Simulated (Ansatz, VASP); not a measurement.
# Cross-check of AgCl between VASP and Ansatz, part 2 of 2

Aim: how closely do two programs agree when they are given the same cell, functional and k mesh? The cell is taken from a series of VASP runs on this material, whose earlier steps may have relaxed, scaled or displaced it; both programs get it as it stands.

VASP 6.6.1 and Ansatz 0.2.0.

So far. Step 4 (Differences): The walks stopped with -0.01 GPa left in Ansatz and -0.02 GPa in VASP; each walk ends within a tolerance, so the volume difference is uncertain by about these residues over the bulk modulus, most in soft cells.

## 5. Ansatz: relaxation of cell and atoms, r2SCAN with rVV10

Level of this step: Ansatz beside VASP: Kohn-Sham DFT, plane waves, r2SCAN with rVV10 (Ansatz).

The relaxed volume is the usual yardstick between codes: its relative difference is about their pressure difference at one cell divided by the bulk modulus. The cell compared in this pair holds 41.61 Å³, against 42.55 Å³ for the pair before.

The cell is taken from a series of VASP runs on this material, whose earlier steps may have relaxed, scaled or displaced it; both programs get it as it stands.

Input file input.yaml:

```yaml
crystal:
  lattice:
    - [0.0, 2.7503490779, 2.7503490779]
    - [2.7503490779, 0.0, 2.7503490779]
    - [2.7503490779, 2.7503490779, 0.0]
  atoms:
    - { symbol: Ag, position: [0.0, 0.0, 0.0] }
    - { symbol: Cl, position: [0.5, 0.5, 0.5] }
hamiltonian:
  xc: r2scan
  pseudopotentials: { kind: paw }
  dispersion: rvv10
kpoints:
  mp_grid: { grid: [6, 6, 6] }
scf:
  occupations: { method: gaussian, width: 0.03 }
relax:
  f_tol: 0.01
  max_steps: 60
  cell: { stress_tol: 0.05 }
output:
  forces: true
  stress: true
```

Command:

```console
$ ansatz run input.yaml --threads 4 --pin off --max-ram 9216MiB --backend cpu --events-out ev --progress --plain --runs-dir out
```

Numbers of over 12 decimals in the logs are rounded to 6 here.

The program printed:

```text
[...]
Crystal: 2 atoms, lattice volume = 41.610 Å³
Basis set: ecut = 500 eV, 1067 PW (Γ), exchange–correlation on 128×128×128 points (64 copies of the dense FFT grid, shifted against one another)
Bands: 17, of which v1, the nominal top of the filled ones, is band 13 counted from 1 (12 counted from 0)
Symmetry: 48 space group operations
[...]
k-points: 16 of 216
[...]
0.000000      -0.041755       0.000000
        0.000000       0.000000      -0.041755
  P = ⅓ Tr σ = -0.0418 GPa (-0.418 kbar)
--- Relaxed structure (1 steps of the walk, 1 accepted, 1 SCFs on fresh bases) ---
[...]
cell:  # Å, volume = 41.6096 Å³
    - [0.0, 2.7503490779, 2.7503490779]
    - [2.7503490779, 0.0, 2.7503490779]
    - [2.7503490779, 2.7503490779, 0.0]
  atoms:
    - { symbol: Ag, position: [0.0, 0.0, 0.0] }
    - { symbol: Cl, position: [0.5, 0.5, 0.5] }
[key lines of the parts left out:]
SCF converged after 5 iterations
Free energy (F): -8686.335862 eV
Fermi energy:    8.920398 eV
```

The job ended after 2 s (4 threads of Arm Neoverse V2, shared host; peak memory 0.46 GiB; 6.7 s of CPU time).

## 6. VASP: relaxation of cell and atoms, r2SCAN with rVV10

The same cell, functional, mesh and smearing now go to VASP, with its own data sets and cutoff.

Input file INCAR:

```
SYSTEM = AgCl
PREC = Accurate
ENCUT = 450
EDIFF = 1E-06
NELM = 100
ISMEAR = 0
SIGMA = 0.03
LREAL = .FALSE.
ALGO = Normal
METAGGA = R2SCAN
LUSE_VDW = .TRUE.
IVDW_NL = 2
BPARAM = 11.95
CPARAM = 0.0093
LASPH = .TRUE.
NBANDS = 15
LORBIT = 11
LWAVE = .FALSE.
LCHARG = .FALSE.
KPAR = 4
IBRION = 2
NSW = 50
ISIF = 3
EDIFFG = -0.006
```

Input file POSCAR:

```
AgCl
1.0
    0.0000000000      2.7503490779      2.7503490779
    2.7503490779      0.0000000000      2.7503490779
    2.7503490779      2.7503490779      0.0000000000
Ag Cl
1 1
Direct
    0.0000000000      0.0000000000      0.0000000000
    0.5000000000      0.5000000000      0.5000000000
```

Input file KPOINTS:

```
Automatic mesh
0
Gamma
6 6 6
0 0 0
```

Potentials, in the order of the species: Ag and Cl (PBE family, release 64).

Command:

```console
$ mpirun -np 4 vasp_std
```

The program printed:

```text
[banner, memory and clock lines left out]
running    4 mpi-ranks, on    1 nodes
[...]
|                                                                             |
|               ----> ADVICE to this user running VASP <----                  |
|                                                                             |
|     You have switched on vdW-DFT.                                           |
|     This routine was written and supplied by Jiri Klimes. We recommend      |
|     that you carefully read and cite the following publications:            |
|       J. Klimes, D.R. Bowler, A. Michelides                                 |
|          J. Phys.: Cond Matt. 22 022201 (2010)                              |
|       J. Klimes, D.R. Bowler, A. Michelides                                 |
|          Phys. Rev. B. 83, 195131 (2011)                                    |
|     and references therein.                                                 |
|                                                                             |

[...]
DAV:   5    -0.280928458290E+02    0.12383E-05   -0.35456E-06   507   0.294E-02    0.687E-03
Total rVV10 correction in eV:      0.5452310    21.5737318
Total rVV10 correction in eV:      0.5452310    21.5737318
Total rVV10 correction in eV:      0.5452310    21.5737318
Total rVV10 correction in eV:      0.5452310    21.5737318
DAV:   6    -0.280928455057E+02    0.32326E-06   -0.76725E-07   310   0.847E-03
Total rVV10 correction in eV:      0.5452297    21.5737318
Total rVV10 correction in eV:      0.5452297    21.5737318
Total rVV10 correction in eV:      0.5452297    21.5737318
Total rVV10 correction in eV:      0.5452297    21.5737318
Total rVV10 correction in eV:      0.5452309    21.5737318
Total rVV10 correction in eV:      0.5452309    21.5737318
Total rVV10 correction in eV:      0.5452309    21.5737318
Total rVV10 correction in eV:      0.5452309    21.5737318
   2 F= -.28092846E+02 E0= -.28092846E+02  d E =0.137187E-03
[... from here on, the cycles between the ionic steps are left out ...]
   3 F= -.28092945E+02 E0= -.28092945E+02  d E =0.372684E-04
   4 F= -.28092965E+02 E0= -.28092965E+02  d E =0.172351E-04
   5 F= -.28092976E+02 E0= -.28092976E+02  d E =0.709134E-05
   6 F= -.28092979E+02 E0= -.28092979E+02  d E =0.399296E-05
[...]
reached required accuracy - stopping structural energy minimisation
```

Parts of OUTCAR (step 6):

```text
  Total       -0.0101784     -0.0101784     -0.0101784      0.0000000      0.0000000      0.0000000
  in kB       -0.3918093     -0.3918093     -0.3918093      0.0000000      0.0000000      0.0000000
  external PRESSURE =      -0.3918093 kB  Pullay stress =       0.0000000 kB

 POSITION                                       TOTAL-FORCE (eV/Angst)
 -----------------------------------------------------------------------------------
      0.00000      0.00000      0.00000        -0.000000     -0.000000     -0.000000
      2.75061      2.75061      2.75061         0.000000      0.000000      0.000000
 -----------------------------------------------------------------------------------
    total drift:                                0.000000      0.000000      0.000000

  FREE ENERGIE OF THE ION-ELECTRON SYSTEM (eV)
  ---------------------------------------------------
  free  energy   TOTEN  =       -28.0929787001 eV

  energy  without entropy=      -28.0929787001  energy(sigma->0) =      -28.09297870

[... 2 parts as in an earlier step ...]

[... 2 further parts left out ...]
[key lines of the parts left out:]
E-fermi :   4.0049
```

## 7. Comparison

The two programs side by side:

```
                                         quantity  Ansatz   VASP  difference
                                      volume (Å³)   41.61  41.62     -0.03 %
edge a after relaxation, in the typed setting (Å)   3.890  3.890     -0.01 %
```

The walks stopped with -0.04 GPa left in Ansatz and -0.04 GPa in VASP; each walk ends within a tolerance, so the volume difference is uncertain by about these residues over the bulk modulus, most in soft cells.

## 8. Outcome

```json
{
  "difference in volume (relaxation of cell and atoms, r2SCAN)": "0.22 %",
  "difference in volume (relaxation of cell and atoms, r2SCAN with rVV10)": "-0.028 %"
}
```

**Reading.** The difference in volume is 0.22 % (relaxation of cell and atoms, r2SCAN), within the 1.2 % picked in this series as the mark of a large difference, as far as the stopping tolerances let one tell. How closely two codes agree says nothing of how well the functional describes the real material.

[Lines on the potential files, build, host, timing and source positions are cut from VASP's logs without a mark.]

[Logs are printed without paths, hosts, clocks, repeated set-up lines and the standing remarks that a program may print on its own settings, such as how far it seeks lower states.]

[Hosts, paths, dates, database ids (printed as entryN), source tags and the programs' standing remarks are cut or masked in the printed files.]
